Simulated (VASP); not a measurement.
# PbSe (Clausthalite) (Fm-3m) in VASP: a series of runs, part 2 of 2

VASP 6.6.1.

### 3 Band structure, revTPSS

Contents of INCAR:

```
SYSTEM = PbSe
PREC     = Accurate       ! precision mode
ENCUT    = 520            ! plane-wave cutoff, eV
EDIFF    = 1E-6           ! SCF threshold, eV
ISMEAR   = -1             ! smearing method
SIGMA    = 0.05           ! smearing width, eV
LREAL    = .FALSE.        ! projectors in reciprocal space
LASPH    = .TRUE.         ! aspherical terms in the spheres
NELM     = 60             ! most SCF steps
ALGO     = Normal         ! electronic algorithm
ISIF     = 2              ! what is computed and relaxed
LWAVE    = .FALSE.        ! write WAVECAR
LCHARG   = .FALSE.        ! write CHGCAR
METAGGA  = RTPSS          ! meta-GGA
LMIXTAU  = .TRUE.
```

Contents of KPOINTS:

```
regular mesh
0
G
  8 8 8
  0 0 0
```

Contents of POSCAR:

```
PbSe
1.0
    0.0000000000      3.0606500000      3.0606500000
    3.0606500000      0.0000000000      3.0606500000
    3.0606500000      3.0606500000      0.0000000000
Pb Se
1 1
Direct
    0.0000000000      0.0000000000      0.0000000000
    0.5000000000      0.5000000000      0.5000000000
```

Contents of KPOINTS_OPT:

```
path GXWKGLUWLK,UX
15
line-mode
reciprocal
 0.0000000000  0.0000000000  0.0000000000  G
 0.5000000000  0.0000000000  0.5000000000  X

 0.5000000000  0.0000000000  0.5000000000  X
 0.5000000000  0.2500000000  0.7500000000  W

 0.5000000000  0.2500000000  0.7500000000  W
 0.3750000000  0.3750000000  0.7500000000  K

 0.3750000000  0.3750000000  0.7500000000  K
 0.0000000000  0.0000000000  0.0000000000  G

 0.0000000000  0.0000000000  0.0000000000  G
 0.5000000000  0.5000000000  0.5000000000  L

 0.5000000000  0.5000000000  0.5000000000  L
 0.6250000000  0.2500000000  0.6250000000  U

 0.6250000000  0.2500000000  0.6250000000  U
 0.5000000000  0.2500000000  0.7500000000  W

 0.5000000000  0.2500000000  0.7500000000  W
 0.5000000000  0.5000000000  0.5000000000  L

 0.5000000000  0.5000000000  0.5000000000  L
 0.3750000000  0.3750000000  0.7500000000  K

 0.6250000000  0.2500000000  0.6250000000  U
 0.5000000000  0.0000000000  0.5000000000  X
```

Potentials or basis: VASP PAW PBE potentials, release 64 (Pb_d, Se).

Launch:

```console
cat potpaw_PBE.64/Pb_d/POTCAR potpaw_PBE.64/Se/POTCAR > POTCAR
mpirun -np 1 vasp_std > vasp.out
```

OUTCAR:

```text
SYSTEM = PbSe
   PREC = Accurate
   ENCUT = 520
   EDIFF = 1E-6
   ISMEAR = -1
   LREAL = .FALSE.
   LASPH = .TRUE.
   NELM = 60
   ISIF = 2
   METAGGA = RTPSS

 ion  position               nearest neighbor table
   1  0.000  0.000  0.000-   2 3.06   2 3.06   2 3.06   2 3.06   2 3.06   2 3.06
   2  0.500  0.500  0.500-   1 3.06   1 3.06   1 3.06   1 3.06   1 3.06   1 3.06

  LATTYP: Found a face centered cubic cell.
 ALAT       =     6.1213000000

  Lattice vectors:

 A1 = (   0.0000000000,   3.0606500000,   3.0606500000)
 A2 = (   3.0606500000,   0.0000000000,   3.0606500000)
 A3 = (   3.0606500000,   3.0606500000,   0.0000000000)

Analysis of symmetry for initial positions (statically):
=====================================================================
 Subroutine PRICEL returns:
 Original cell was already a primitive cell.

 Routine SETGRP: Setting up the symmetry group for a
 face centered cubic supercell.

 Subroutine GETGRP returns: Found 48 space group operations
 (whereof 48 operations were pure point group operations)
 out of a pool of 48 trial point group operations.

The static configuration has the point symmetry O_h .

[... 176 lines left out ...]
      8       3.0835      2.00000
      9       3.0835      2.00000
     10       3.0835      2.00000
     11       9.8326      0.00000
     12       9.8326      0.00000
     13       9.8326      0.00000
     14      11.5124      0.00000
[... 377 lines left out ...]
      1     -12.0204      2.00000
      2     -11.9735      2.00000
      3     -11.9545      2.00000
      4     -11.9443      2.00000
      5     -11.9286      2.00000
      6      -7.5378      2.00000
      7      -3.4845      2.00000
      8       1.6546      2.00000
      9       2.0556      2.00000
     10       4.1268      2.00000
     11       6.4520      0.00000
     12       8.4951      0.00000
     13       9.1777      0.00000
     14      12.5527      0.00000

 [... further k-points ...]

------------------------ aborting loop because EDIFF is reached ----------------------------------------

  FORCE on cell =-STRESS in cart. coord.  units (eV):
  Direction    XX          YY          ZZ          XY          YZ          ZX
  --------------------------------------------------------------------------------------
  -------------------------------------------------------------------------------------
  Total        0.4085864      0.4085864      0.4085864      0.0000000      0.0000000      0.0000000
  in kB       11.4162503     11.4162503     11.4162503      0.0000000      0.0000000      0.0000000
  external PRESSURE =      11.4162503 kB  Pullay stress =       0.0000000 kB

 VOLUME and BASIS-vectors are now :
 -----------------------------------------------------------------------------
  energy-cutoff  :      520.00
  volume of cell :       57.34
      direct lattice vectors                 reciprocal lattice vectors
     0.000000000  3.060650000  3.060650000    -0.163363991  0.163363991  0.163363991
     3.060650000  0.000000000  3.060650000     0.163363991 -0.163363991  0.163363991
     3.060650000  3.060650000  0.000000000     0.163363991  0.163363991 -0.163363991

 POSITION                                       TOTAL-FORCE (eV/Angst)
 -----------------------------------------------------------------------------------
      0.00000      0.00000      0.00000         0.000000     -0.000000      0.000000
      3.06065      3.06065      3.06065        -0.000000      0.000000     -0.000000
 -----------------------------------------------------------------------------------
    total drift:                                0.000000     -0.000000     -0.000000

  FREE ENERGIE OF THE ION-ELECTRON SYSTEM (eV)
  ---------------------------------------------------
  free  energy   TOTEN  =        43.0227626982 eV

  energy  without entropy=       43.0230449538  energy(sigma->0) =       43.02290383
```

stdout:

```text
POSCAR found type information on POSCAR PbSe
 POSCAR found :  2 types and       2 ions
 scaLAPACK will be used
 -----------------------------------------------------------------------------
|                                                                             |
|                                                                             |
|     You enforced a specific xc type in the INCAR file but a different       |
|     I HOPE YOU KNOW WHAT YOU ARE DOING!                                     |
|                                                                             |
 -----------------------------------------------------------------------------

 LDA part: xc-table for (None), standard interpolation
 POSCAR, INCAR and KPOINTS ok, starting setup
 FFT: planning ... GRIDC
 FFT: planning ... GRID_SOFT
 FFT: planning ... GRID
 WAVECAR not read
 entering main loop
 Start KPOINTS_OPT (optional k-point list driver)
k-point batch [1-29\150]
k-point batch [30-58\150]
k-point batch [59-87\150]
k-point batch [88-116\150]
k-point batch [117-145\150]
k-point batch [146-150\150]
```

It took 2.8 min on 1 thread of Intel Xeon Platinum 8488C (Sapphire Rapids), shared host; peak memory 0.2 GiB.

What came out:

| Property | Result |
| --- | --- |
| Free energy | 43.0228 eV |
| Pressure | 1.1 GPa |
| Band gap on the k mesh | 0.31 eV, direct |
| Band gap along the path | 0.31 eV, direct |

Levels at the corners of the path, in eV from the valence-band top:
```tsv
point	band 7	band 8	band 9	band 10	band 11	band 12	band 13	band 14
Γ	-6.21	-1.88	-1.88	-1.88	4.87	4.87	4.87	6.55
X	-7.29	-5.08	-3.26	-3.26	3.53	5.77	5.77	6.13
X	-7.29	-5.08	-3.26	-3.26	3.53	5.77	5.77	6.13
W	-7.96	-4.30	-4.30	-0.80	2.05	4.95	4.95	7.81
W	-7.96	-4.30	-4.30	-0.80	2.05	4.95	4.95	7.81
K	-7.99	-4.66	-2.76	-2.41	3.44	4.18	5.50	5.82
K	-7.99	-4.66	-2.76	-2.41	3.44	4.18	5.50	5.82
Γ	-6.21	-1.88	-1.88	-1.88	4.87	4.87	4.87	6.55
Γ	-6.21	-1.88	-1.88	-1.88	4.87	4.87	4.87	6.55
L	-8.79	-1.51	-1.51	0.00	0.31	1.85	1.85	8.38
L	-8.79	-1.51	-1.51	0.00	0.31	1.85	1.85	8.38
U	-7.99	-4.66	-2.76	-2.41	3.44	4.18	5.50	5.82
U	-7.99	-4.66	-2.76	-2.41	3.44	4.18	5.50	5.82
W	-7.96	-4.30	-4.30	-0.80	2.05	4.95	4.95	7.81
W	-7.96	-4.30	-4.30	-0.80	2.05	4.95	4.95	7.81
L	-8.79	-1.51	-1.51	0.00	0.31	1.85	1.85	8.38
L	-8.79	-1.51	-1.51	0.00	0.31	1.85	1.85	8.38
K	-7.99	-4.66	-2.76	-2.41	3.44	4.18	5.50	5.82
U	-7.99	-4.66	-2.76	-2.41	3.44	4.18	5.50	5.82
X	-7.29	-5.08	-3.26	-3.26	3.53	5.77	5.77	6.13
```

Caveat: the PAW data sets were made with another functional, which shifts forces and pressure a little; spin-orbit coupling is left out, which as a rule narrows the gap of such compounds by several tenths of an eV.

### 4 For comparison

An earlier run on the cell as given: functional PBEsol; potentials or basis VASP PAW PBE potentials, release 64 (Pb_d, Se); cutoff 520 eV; k mesh 8 × 8 × 8; occupations fermi-dirac, width 0.05 eV; no spin polarisation.

- Pressure: -0.5 GPa
- Band gap on the k mesh: 0.20 eV, direct

### 5 Summary

| task | level | potentials or basis | cutoff (eV) | ladder | gap on the mesh (eV) | pressure (GPa) |
| --- | --- | --- | --- | --- | --- | --- |
| band structure | PBE | VASP PAW PBE potentials, release 64 (Pb_d_GW, Se_GW) | 550 | - | 0.29 | 2.4 |
| band structure | revTPSS | VASP PAW PBE potentials, release 64 (Pb_d, Se) | 520 | - | 0.31 | 1.1 |
| single point | PBEsol | VASP PAW PBE potentials, release 64 (Pb_d, Se) | 520 | free | 0.20 | -0.5 |

Alike in all rows: no spin polarisation; cell as given; k mesh 8 × 8 × 8; smearing fermi-dirac 0.05 eV.

Caveats: spin-orbit coupling is left out, which as a rule narrows the gap of such compounds by several tenths of an eV; the PAW data sets were made with another functional, which shifts forces and pressure a little (some runs).

Total energies depend on the potentials used, so only differences within one code and one set of settings carry meaning.

### 6 Comparison with measurements

Step 2. A measured gap of PbSe is 0.28 eV (direct; 300 K; a printed reference work, monograph); the calculated 0.29 eV misses it by +0.01 eV. 2 values of this kind are on record (0.15 to 0.28 eV); this one was drawn at random. Spin-orbit coupling on Pb, Se is left out. The value is that of PBE, without temperature or zero-point motion.

Step 3. Measured gap of PbSe: 0.28 eV (direct; 300 K; a printed reference work, monograph). This calculation gives 0.31 eV (+0.03 eV). 2 values of this kind are on record (0.15 to 0.28 eV); this one was drawn at random. Spin-orbit coupling on Pb, Se is left out. The value is that of revTPSS, without temperature or zero-point motion.
